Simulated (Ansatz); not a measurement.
Ga2O3: quadrupole couplings from first principles

```xyz
5
Lattice="3.0246 0.0000 0.0000 -1.5123 2.6194 0.0000 0.0000 0.0000 7.5194" Properties=species:S:1:pos:R:3 pbc="T T T"
Ga    0.0000    1.7463    1.4158
Ga    1.5123    0.8731    6.1037
O     0.0000    0.0000    0.0000
O     0.0000    1.7463    5.3648
O     1.5123    0.8731    2.1547
```

Atom numbers follow the list: Ga1, Ga2, O3, O4, O5.

The conventional cell has a = 3.025 Å, b = 3.025 Å, c = 7.519 Å, α = 90.00°, β = 90.00°, γ = 120.00°. Ga (atom 1) has 3 O at 1.90 Å as nearest neighbours. O (atom 3) is surrounded by 6 Ga at 2.25 Å. O (atom 4) is surrounded by 3 Ga at 1.90 Å.

The structure comes from a relaxation in the same program, started in the La2O3 type, and has space group P-3m1. Whether it is a known phase or the ground state wasn't checked.

Methods: DFT, PBE, all-electron PAW with datasets made for the crystal, scalar-relativistic (Ansatz 0.2.0); DFT, PBE, PAW with Ansatz's default frozen-core files, scalar-relativistic (Ansatz 0.2.0).

For the crystal-made all-electron datasets (AE datasets): a Γ-centred 11×11×7 k mesh, Fermi–Dirac smearing of 0.08 eV, cutoff 500 eV (chosen by the program for this cell), no spin polarisation. PAW takes a cutoff of 420 eV at this cell. The Ansatz runs share mesh, smearing and spin set-up.

Vzz is the principal value of largest size of the traceless field-gradient tensor, in 10²¹ V/m², and η = (Vxx − Vyy)/Vzz with |Vzz| ≥ |Vyy| ≥ |Vxx|.

**Question.** Give the field gradient at each independent site.

**Answer.** 
```json
{"site": "Ga1", "site symmetry": "3m.", "Vzz (η), AE datasets": "9.16 (η = 0.00)", "Vzz (η), PAW": "9.09 (η = 0.00)"}
{"site": "O3", "site symmetry": "-3m.", "Vzz (η), AE datasets": "-1.04 (η = 0.00)", "Vzz (η), PAW": "-1.05 (η = 0.00)"}
{"site": "O4", "site symmetry": "3m.", "Vzz (η), AE datasets": "-6.84 (η = 0.00)", "Vzz (η), PAW": "-6.91 (η = 0.00)"}
```

**Question.** Taking Q(O-17) = -0.0256 b, what quadrupole coupling constant follows at O4 from AE datasets?

**Answer.** Cq = eQVzz/h = 24.180 MHz × -0.0256 × (-6.84) = 4.23 MHz.

**Question.** Taking Q(O-17) = -0.0256 b, what quadrupole coupling constant follows at O3 from AE datasets?

**Answer.** Cq = eQVzz/h = 24.180 MHz × -0.0256 × (-1.04) = 0.644 MHz.

**Question.** By the crystal-made datasets, how do the electrostatic potential and the contact density differ between O3 and O4?

**Answer.** At O4 the potential is -0.13 V and the contact density -1.60 e/Å³ against O3.
